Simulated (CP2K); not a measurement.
Runs of CP2K 2026.2 on Br. It takes space group Cmce (No. 64, orthorhombic). The conventional cell has a = 6.726 Å, b = 4.645 Å, c = 8.702 Å, α = 90.00°, β = 90.00°, γ = 90.00°. Br (site symmetry m) is surrounded by 1 Br at 2.29 Å. 

```csv
level,potentials or basis,smearing,EPS_DEFAULT,NGRIDS,basis sets,potentials,points a segment of the path (NPOINTS),gap on the mesh (eV),pressure (GPa),largest force (eV/Å)
TB-mBJ,POTENTIAL_UZH Br GTH-PBE-q7; TZVP-MOLOPT-PBE-GTH basis,fermi-dirac 0.05 eV,1.0E-9,5,Br TZVP-MOLOPT-PBE-GTH-q7,Br GTH-PBE-q7 of POTENTIAL_UZH,6,2.27,-,-
PBEsol,POTENTIAL_UZH Br GTH-PBE-q7; TZVP-MOLOPT-PBE-GTH basis,fermi-dirac 0.1 eV,1.0E-10,4,Br TZVP-MOLOPT-PBE-GTH-q7,Br GTH-PBE-q7 of POTENTIAL_UZH,10,(c),0.8,1.14
PBE,POTENTIAL_UZH Br GTH-PBE-q7; TZVP-MOLOPT-PBE-GTH basis,fermi-dirac 0.1 eV,1.0E-10,4,Br TZVP-MOLOPT-PBE-GTH-q7,Br GTH-PBE-q7 of POTENTIAL_UZH,8,1.77,(a),1.11
r2SCAN,POTENTIAL_UZH Br GTH-SCAN-q7; TZVP-MOLOPT-SCAN-GTH basis,fermi-dirac 0.01 eV,1.0E-9,5,Br TZVP-MOLOPT-SCAN-GTH-q7,Br GTH-SCAN-q7 of POTENTIAL_UZH,10,(b),0.8,0.76
LDA,GTH_POTENTIALS Br GTH-PADE-q7; TZVP-MOLOPT-PBE-GTH basis,fermi-dirac 0.0259 eV,1.0E-9,4,Br TZVP-MOLOPT-PBE-GTH-q7,Br GTH-PADE-q7 of GTH_POTENTIALS,6,1.65,(d),0.93
```

Alike in all rows: task band structure; no spin polarisation; cell as given; k mesh 7 × 7 × 3.

Task: Fill in the values left out.

Result: (a) 2.2; (b) 2.05; (c) 1.71; (d) -0.7.

Caveats: the basis of atomic orbitals isn't converged, which shifts pressures, moduli and gaps; the potentials were made for another functional, which shifts forces and pressure (some runs); this is a model potential without an energy functional, so only levels have meaning (some runs); forces of over 1 eV/Å show positions far from the minimum, so gaps and moduli don't describe the material at rest (some runs).

A k mesh can miss the band edges, and the runs leave out spin-orbit coupling on Br.
